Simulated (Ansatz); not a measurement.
Runs of Ansatz 0.2.0 on Pd. It takes space group Fm-3m (No. 225, cubic). The conventional cell has a = 3.893 Å, b = 3.893 Å, c = 3.893 Å, α = 90.00°, β = 90.00°, γ = 90.00°. Pd (site symmetry m-3m) is surrounded by 12 Pd at 2.75 Å. 

| task | level | spin | cell | k mesh | mesh quality | gap on the mesh (eV) | pressure (GPa) | relaxed volume (Å³/atom) |
| --- | --- | --- | --- | --- | --- | --- | --- | --- |
| relaxation of cell and atoms | revPBE+D4 | off | relaxed | 12 × 12 × 12 | not flagged | none | 0.0 | (b) |
| single point | PBE0 | SOC, no magnetisation | as given | 5 × 5 × 5 | coarse | none | (a) | - |
| relaxation of cell and atoms | PBEsol+D4 | off | relaxed | 12 × 12 × 12 | not flagged | - | 0.0 | 14.33 |
| relaxation of cell and atoms | B3LYP | off | relaxed | 6 × 6 × 6 | coarse | none | 0.0 | 15.70 |
| relaxation of cell and atoms | PBE0 | off | relaxed | 6 × 6 × 6 | coarse | none | 0.0 | 14.71 |

Alike in all rows: potentials or basis Ansatz PAW; cutoff (eV) 420; smearing fermi-dirac 0.05 eV.

Question: Fill in the values left out.

Answer: (a) 7.8; (b) 14.88.

Caveats: some runs use coarse meshes; the PAW data sets come from PBE, with cores solved anew for the run's functional, which leaves a small shift of forces and pressure; the plane-wave basis is chosen anew once the cell has moved, so the energies of steps on either side of that aren't comparable (some runs); pairwise dispersion overbinds metals, which lowers pressure and volume (some runs); the thresholds are loose for stress (some runs).

A k mesh can miss the band edges, and rows without SOC leave out spin-orbit coupling on Pd.

A gap of «none» marks a metal or a gap under the smearing width.

Runs at the PBE level aren't shown here.
